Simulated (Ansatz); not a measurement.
Cubic perovskite BaSnO₃, treated with HSE06 in Ansatz (PAW).

From the output:

```
WARN output.stress: scf.exx.energy_threshold = 1e-6 eV is looser than the 5e-8 eV advised for a stress under a hybrid functional (1e-8 eV for each atom of the …
Crystal: 5 atoms, lattice volume = 69.731 Å³
Basis set: ecut = 460 eV, 1551 PW (Γ), exchange–correlation on 60×60×60 points (8 copies of the dense FFT grid, shifted against one another)
Bands: 26, of which v1, the nominal top of the filled ones, is band 21 counted from 1 (20 counted from 0)
Symmetry: 48 space group operations
Space group: Pm-3m (ITA 221), of the structure as read, at distance tolerance 4.1e-5 Å
k-points: 20 of 216
SCF iter   1: F=—  HF=-13679.448082 eV  |F-HF|=—  |Δ(HF+E_count)|=         —  Δρ=1.47e-3  dr2=9.22e-4
SCF iter   2: F=-13679.450244 eV  HF=-13679.450112 eV  |F-HF|=1.32e-4  |Δ(HF+E_count)|=   2.03e-3  Δρ=5.76e-4  dr2=6.56e-5
Crystal: 5 atoms, lattice volume = 69.731 Å³
Initial density: handed on by an earlier stage of this run
  ...
Crystal: 5 atoms, lattice volume = 69.731 Å³
SCF iter   6: F=—  HF=-13687.995699 eV  |F-HF|=—  |Δ(HF+E_count)|=   2.95e-8  Δρ=1.34e-6  dr2=7.09e-10
SCF iter   7: F=-13687.995699 eV  HF=-13687.995699 eV  |F-HF|=2.91e-11  |Δ(HF+E_count)|=  2.86e-10  Δρ=3.39e-7  dr2=1.58e-10
SCF 3 converged in 7 iterations: F = -13687.995699 eV  dr2 = 1.58e-10
Free energy (F): -13687.995698 eV
Internal energy: -13687.995698 eV  (E = F + TS)
E sigma→0 (E₀):  -13687.995698 eV
Fermi energy:    10.413169 eV
--- Forces (eV/Å), atoms counted from 1 ---
  atom   1  Ba    -0.00000000     0.00000000     0.00000000
  atom   2  Sn     0.00000000     0.00000000    -0.00000000
  atom   3  O      0.00000000    -0.00000000     0.00000000
  atom   4  O      0.00000000     0.00000000     0.00000000
  atom   5  O      0.00000000    -0.00000000     0.00000000
--- Stress (GPa, compression-positive) ---
        0.647049       0.000000       0.000000
        0.000000       0.647049      -0.000000
        0.000000      -0.000000       0.647049
  P = ⅓ Tr σ = 0.6470 GPa (6.470 kbar)
```

Write an input file that produces this run.

This is not unique; one that fits is 
Ansatz 0.2 input:
```yaml
crystal:
  lattice:
    - [4.116, 0.0, 0.0]
    - [0.0, 4.116, 0.0]
    - [0.0, 0.0, 4.116]
  atoms:
    - { symbol: Ba, position: [0.0, 0.0, 0.0] }
    - { symbol: Sn, position: [0.5, 0.5, 0.5] }
    - { symbol: O, position: [0.5, 0.0, 0.5] }
    - { symbol: O, position: [0.0, 0.5, 0.5] }
    - { symbol: O, position: [0.5, 0.5, 0.0] }
basis:
  ecutwfc: 460
  ecutrho_ratio: 4
  xc_grid: 2
kpoints:
  mp_grid: { grid: [6, 6, 6] }
hamiltonian:
  xc: hse06
  dispersion: none
  pseudopotentials: { kind: paw }
scf:
  occupations: { method: fermi_dirac, width: 0.01 }
  convergence: { dr2_threshold: 0.0000000005 }
output:
  forces: true
  stress: true
  eigenvalues: true
```

The PAW data were made under PBE.

Note: cell and atoms aren't relaxed at this level (pressure 0.6 GPa).

Computing time: roughly 3 core-minutes.

Ansatz is a quantum-chemistry and plane-wave program.
